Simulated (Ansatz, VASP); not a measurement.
# BP in two plane-wave programs

Wanted: the spread between two codes on one cell, functional and k mesh. The cell is taken from a series of VASP runs on this material, whose earlier steps may have relaxed, scaled or displaced it; both programs get it as it stands. Other levels of theory on this material are compared in a session of their own.

Program: Ansatz 0.2.0. Level of theory: plane waves, with VASP 6.6.1 beside it; band structure at LDA, spin-orbit coupling. Results are calculated unless marked as measured.

### Step 1. The starting structure

The structure is cubic, space group F-43m (No. 216). The conventional cell has a = 4.538 Å, b = 4.538 Å, c = 4.538 Å, α = 90.00°, β = 90.00°, γ = 90.00°. B has 4 P at 1.97 Å nearest. P has 4 B at 1.97 Å nearest. Farther neighbours are not listed.

Structure file:

```xyz
2
Lattice="0.0000 2.2690 2.2690 2.2690 0.0000 2.2690 2.2690 2.2690 0.0000" Properties=species:S:1:pos:R:3 pbc="T T T"
B     0.0000    0.0000    0.0000
P     1.1345    1.1345    1.1345
```

### Step 2. VASP: band structure, LDA, spin-orbit coupling

Levels along a path test the potential and the projectors away from the mesh points.

Lines of VASP's logs that name or quote its potential files are left out, and so is its time.

File INCAR:

```
SYSTEM = BP
PREC = Accurate
ENCUT = 420
EDIFF = 1E-06
NELM = 100
ISMEAR = 0
SIGMA = 0.02
LREAL = .FALSE.
ALGO = Normal
GGA = CA
LNONCOLLINEAR = .TRUE.
MAGMOM = 0 0 0 0 0 0
NBANDS = 20
GGA_COMPAT = .FALSE.
LASPH = .TRUE.
LSORBIT = .TRUE.
LORBIT = 11
LWAVE = .FALSE.
LCHARG = .FALSE.
KPAR = 4
ISIF = 2
```

File POSCAR:

```
BP
1.0
    0.0000000000      2.2690000000      2.2690000000
    2.2690000000      0.0000000000      2.2690000000
    2.2690000000      2.2690000000      0.0000000000
B P
1 1
Direct
    0.0000000000      0.0000000000      0.0000000000
    0.2500000000      0.2500000000      0.2500000000
```

File KPOINTS:

```
Automatic mesh
0
Gamma
10 10 10
0 0 0
```

File KPOINTS_OPT:

```
Line mode
16
Line-mode
Reciprocal
  0.00000000   0.00000000   0.00000000 GAMMA
  0.50000000   0.00000000   0.50000000 X

  0.50000000   0.00000000   0.50000000 X
  0.50000000   0.25000000   0.75000000 W

  0.50000000   0.25000000   0.75000000 W
  0.37500000   0.37500000   0.75000000 K

  0.37500000   0.37500000   0.75000000 K
  0.00000000   0.00000000   0.00000000 GAMMA

  0.00000000   0.00000000   0.00000000 GAMMA
  0.50000000   0.50000000   0.50000000 L

  0.50000000   0.50000000   0.50000000 L
  0.62500000   0.25000000   0.62500000 U

  0.62500000   0.25000000   0.62500000 U
  0.50000000   0.25000000   0.75000000 W

  0.50000000   0.25000000   0.75000000 W
  0.50000000   0.50000000   0.50000000 L

  0.50000000   0.50000000   0.50000000 L
  0.37500000   0.37500000   0.75000000 K

  0.62500000   0.25000000   0.62500000 U
  0.50000000   0.00000000   0.50000000 X
```

Potentials, in the order of the species: B and P (LDA family, release 64).

Launch:

```sh
$ mpirun -np 4 vasp_ncl
```

Numbers of over 12 decimals in the logs are rounded to 6 here.

The log of the run:

```text
[banner, memory and clock lines left out]
running    4 mpi-ranks, on    1 nodes
 distrk:  each k-point on    1 cores,    4 groups
 distr:  one band on    1 cores,    1 groups

 POSCAR found type information on POSCAR B P
 POSCAR found :  2 types and       2 ions
 LDA part: xc-table for (Slater(with rela. corr.)+CA(PZ))
 , standard interpolation
 POSCAR, INCAR and KPOINTS ok, starting setup
 FFT: planning ... GRIDC
 FFT: planning ... GRID_SOFT
 FFT: planning ... GRID
 WAVECAR not read
 entering main loop
       N       E                     dE             d eps       ncg     rms          rms(c)
DAV:   1     0.984221534914E+01    0.98422E+01   -0.29528E+03  2920   0.605E+02
DAV:   2    -0.142658135630E+02   -0.24108E+02   -0.22342E+02  3964   0.126E+02
DAV:   3    -0.152062571941E+02   -0.94044E+00   -0.93057E+00  3716   0.206E+01
DAV:   4    -0.152117795692E+02   -0.55224E-02   -0.55203E-02  3564   0.194E+00
DAV:   5    -0.152118237018E+02   -0.44133E-04   -0.44131E-04  3520   0.171E-01    0.734E+00
DAV:   6    -0.145082056942E+02    0.70362E+00   -0.46436E-01  3448   0.592E+00    0.392E+00
DAV:   7    -0.143998764997E+02    0.10833E+00   -0.18133E-01  3716   0.311E+00    0.131E+00
DAV:   8    -0.143870550491E+02    0.12821E-01   -0.21554E-02  3544   0.110E+00    0.217E-01
DAV:   9    -0.143869984922E+02    0.56557E-04   -0.16958E-03  3528   0.303E-01    0.119E-01
DAV:  10    -0.143870140176E+02   -0.15525E-04   -0.10944E-04  3576   0.724E-02    0.555E-02
DAV:  11    -0.143870180041E+02   -0.39865E-05   -0.21000E-05  3416   0.348E-02    0.275E-02
DAV:  12    -0.143870185796E+02   -0.57542E-06   -0.63755E-07  3132   0.614E-03
   1 F= -.14387019E+02 E0= -.14387019E+02  d E =-.178775E-14  mag=    -0.0000    -0.0000     0.0000
 Start KPOINTS_OPT (optional k-point list driver)
k-point batch [1-73\160]
       N       E                     dE             ncg
DAV:   1     0.251738564397E+04   -0.12166E+05     2920
DAV:   2     0.791875471555E+03   -0.17255E+04     4028
DAV:   3     0.724903361274E+03   -0.66972E+02     3744
DAV:   4     0.724508143967E+03   -0.39522E+00     3596
DAV:   5     0.724504769880E+03   -0.33741E-02     3580
DAV:   6     0.724504729167E+03   -0.40713E-04     3660
DAV:   7     0.724504728554E+03   -0.61262E-06     3024
[...]
k-point batch [147-160\160]
       N       E                     dE             ncg
DAV:   1     0.183017283523E+05   -0.39537E+04      560
DAV:   2     0.180036354411E+05   -0.29809E+03      780
DAV:   3     0.179945872447E+05   -0.90482E+01      736
DAV:   4     0.179945426870E+05   -0.44558E-01      720
DAV:   5     0.179945423482E+05   -0.33876E-03      688
DAV:   6     0.179945423450E+05   -0.32484E-05      716
DAV:   7     0.179945423449E+05   -0.31661E-07      588
```

OUTCAR, selected parts (step 2):

```text
ion  position               nearest neighbor table
   1  0.000  0.000  0.000-   2 1.97   2 1.97   2 1.97   2 1.97
   2  0.250  0.250  0.250-   1 1.97   1 1.97   1 1.97   1 1.97

  LATTYP: Found a face centered cubic cell.
 ALAT       =     4.5380000000

 Subroutine GETGRP returns: Found 24 space group operations
 (whereof 24 operations were pure point group operations)

The static configuration has the point symmetry T_d .

 Found     73 irreducible k-points:

   k-points           NKPTS =     73   k-points in BZ     NKDIM =     73   number of bands    NBANDS=     20

   dimension x,y,z NGX =    24 NGY =   24 NGZ =   24
   dimension x,y,z NGXF=    48 NGYF=   48 NGZF=   48

   ENCUT  =  420.0 eV  30.87 Ry    5.56 a.u.   5.36  5.36  5.36*2*pi/ulx,y,z

   NELECT =       8.0000    total number of electrons

 k-points in reciprocal lattice and weights: Automatic mesh
   0.00000000  0.00000000  0.00000000       0.001
   0.10000000  0.00000000  0.00000000       0.004
  -0.10000000  0.00000000  0.00000000       0.004
   0.20000000  0.00000000  0.00000000       0.004
  -0.20000000  0.00000000  0.00000000       0.004
   0.30000000  0.00000000  0.00000000       0.004
  -0.30000000  0.00000000  0.00000000       0.004
   0.40000000  0.00000000  0.00000000       0.004
  -0.40000000  0.00000000  0.00000000       0.004
[...]
-0.30000000  0.40000000  0.20000000       0.024
  -0.30000000  0.50000000  0.20000000       0.012

 average (electrostatic) potential at core
       1 -30.0024       2 -82.2700

 E-fermi :   7.5164

 k-point     1 :       0.0000    0.0000    0.0000
  band No.  band energies     occupation
    ...
      4       7.3780      1.00000
      5       7.4200      1.00000
      6       7.4200      1.00000
      7       7.4200      1.00000
      8       7.4200      1.00000
      9      10.7529      0.00000
     10      10.7529      0.00000
     11      10.8002      0.00000
     12      10.8002      0.00000
     13      10.8002      0.00000
    ...

 k-point     2 :       0.1000    0.0000    0.0000
  band No.  band energies     occupation
    ...
      4       6.1139      1.00000
      5       7.0985      1.00000
      6       7.0985      1.00000
      7       7.1266      1.00000
      8       7.1266      1.00000
      9      11.1672      0.00000
     10      11.1672      0.00000
     11      11.2060      0.00000
     12      11.2060      0.00000
     13      11.2191      0.00000
    ...

 k-point     3 :      -0.1000    0.0000    0.0000
  band No.  band energies     occupation
    ...
      4       6.1139      1.00000
      5       7.0985      1.00000
      6       7.0985      1.00000
      7       7.1266      1.00000
      8       7.1266      1.00000
      9      11.1672      0.00000
     10      11.1672      0.00000
     11      11.2060      0.00000
     12      11.2060      0.00000
     13      11.2191      0.00000
    ...

  Total       -0.7662314     -0.7662314     -0.7662314     -0.0000000     -0.0000000      0.0000000
  in kB      -52.5456845    -52.5456845    -52.5456845     -0.0000000     -0.0000000      0.0000000
  external PRESSURE =     -52.5456845 kB  Pullay stress =       0.0000000 kB

  energy-cutoff  :      420.00
  volume of cell :       23.36
      direct lattice vectors                 reciprocal lattice vectors
     0.000000000  2.269000000  2.269000000    -0.220361393  0.220361393  0.220361393
     2.269000000  0.000000000  2.269000000     0.220361393 -0.220361393  0.220361393
     2.269000000  2.269000000  0.000000000     0.220361393  0.220361393 -0.220361393

 POSITION                                       TOTAL-FORCE (eV/Angst)
 -----------------------------------------------------------------------------------
      0.00000      0.00000      0.00000        -0.000000     -0.000000     -0.000000
      1.13450      1.13450      1.13450         0.000000      0.000000      0.000000
 -----------------------------------------------------------------------------------
    total drift:                                0.000000      0.000000      0.000000

  FREE ENERGIE OF THE ION-ELECTRON SYSTEM (eV)
  ---------------------------------------------------
  free  energy   TOTEN  =       -14.3870185796 eV

  energy  without entropy=      -14.3870185796  energy(sigma->0) =      -14.38701858

 Spin-Orbit-Coupling matrix elements
 Ion:    1  E_soc:     -0.0000042
 Ion:    2  E_soc:     -0.0007824

 total charge
# of ion       s       p       d       tot
------------------------------------------
    1        0.661   1.280   0.000   1.941
    2        0.994   1.581   0.000   2.576
--------------------------------------------------
tot          1.655   2.861   0.000   4.516

 magnetization (x)
# of ion       s       p       d       tot
------------------------------------------
    1       -0.000   0.000   0.000  -0.000
    2        0.000   0.000   0.000   0.000
--------------------------------------------------
tot         -0.000   0.000   0.000  -0.000

 magnetization (y)
# of ion       s       p       d       tot
------------------------------------------
    1        0.000   0.000   0.000   0.000
    2        0.000   0.000   0.000   0.000
--------------------------------------------------
tot          0.000   0.000   0.000   0.000

 magnetization (z)
# of ion       s       p       d       tot
------------------------------------------
    1       -0.000  -0.000   0.000  -0.000
    2        0.000   0.000   0.000   0.000
--------------------------------------------------
tot         -0.000  -0.000   0.000  -0.000

[... 3 further parts left out ...]
```

The run ends at a pressure of -5.25 GPa.

[end of part 1 of 2]

[Lines on the potential files, build, host, timing and source positions are cut from VASP's logs without a mark.]

[Logs are printed without paths, hosts, clocks, repeated set-up lines and the standing remarks that a program may print on its own settings, such as how far it seeks lower states.]

[Hosts, paths, dates, database ids (printed as entryN), source tags and the programs' standing remarks are cut or masked in the printed files.]
